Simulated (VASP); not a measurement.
Set up this calculation in VASP 6.6.1, as the native input.

```
Task                   : single point
Functional             : PBE
Potentials or basis    : VASP PAW PBE potentials, release 64 (Si, O)
Cutoff                 : 520 eV
k mesh                 : 1 × 1 × 1
Occupations            : fermi-dirac, width 0.1293 eV
Spin                   : no spin polarisation
Dipole correction      : no
Further INCAR settings : LREAL = Auto; ALGO = Fast; EDIFF = 1e-06; NBANDS = 82; ISYM = 0
```

The structure of SiO2 lies in POSCAR:

```
SiO2
1.0
    7.3165870000      0.0183810000     -0.3035480000
    0.0183810000      7.3673890000     -0.1002770000
   -0.3035480000     -0.1002770000      6.9127040000
Si O
8 16
Direct
    0.4545109886      0.4207974055      1.0725943427
    1.0059323857      0.1306401232      0.6323748223
    0.3951515404      0.1604613524      0.6995271377
    0.4935305220      0.7174710556      0.7018752789
    0.8989795672      0.7700434141      0.7408231414
    0.1364916080      0.7776518714      0.4628847628
    0.6350275966      0.4035760610      0.4659420906
    0.2225691153      0.6231269731      0.0656765736
    0.4621654057      0.9490616899      0.6606372041
    0.1596070940      1.0055769972      0.4824301256
    0.0569769529      0.6729418277      0.8854025614
    0.2291079155      0.4045674512      0.0932219953
    0.6278194535      0.4282329269      0.2364700199
    0.4826989580      0.2637070433      0.5243062707
    0.2874655949      0.6630551749      0.6060842169
    0.5838933788      0.6031421771      0.5106014890
    0.8618324231      0.3013674512      0.5390427150
    0.2035835631      0.2404427365      0.7415184072
    0.8986242747     -0.0087809250      0.7728803485
    0.9461765975      0.7023757267      0.5127484331
    0.2014950471      0.7307432999      0.2496667244
    0.4453998921      0.6525156863      0.9932266103
    0.5036836664      0.2550030877      0.9058223980
    0.7123899388      0.7200971457      0.8208984100
```

The cell was built by a generator and needn't be a form met in nature.

One way to write it, as run:

INCAR

```
PREC = Accurate
ENCUT = 520
EDIFF = 1E-6
ISMEAR = -1
SIGMA = 0.1293
LREAL = Auto
LASPH = T
NELM = 100
ALGO = Fast
ISIF = 2
LWAVE = F
LCHARG = F
GGA = PE
NBANDS = 82
ISYM = 0
```

KPOINTS

```
Automatic mesh
0
Gamma
  1 1 1
```

Potentials or basis: VASP PAW PBE potentials, release 64 (Si, O).

Run with:

```console
$ cat potpaw_PBE.64/Si/POTCAR potpaw_PBE.64/O/POTCAR > POTCAR
$ mpirun -np 1 vasp_gam > vasp.out
```

It gave:

* Pressure: -0.8 GPa
* Largest force: 7.213 eV/Å
* Band gap on the k mesh: 3.99 eV, direct

It took 56 s on 1 thread of Intel(R) Xeon(R) Platinum 8488C (Sapphire Rapids), on a shared host, peak memory 0.35 GiB.
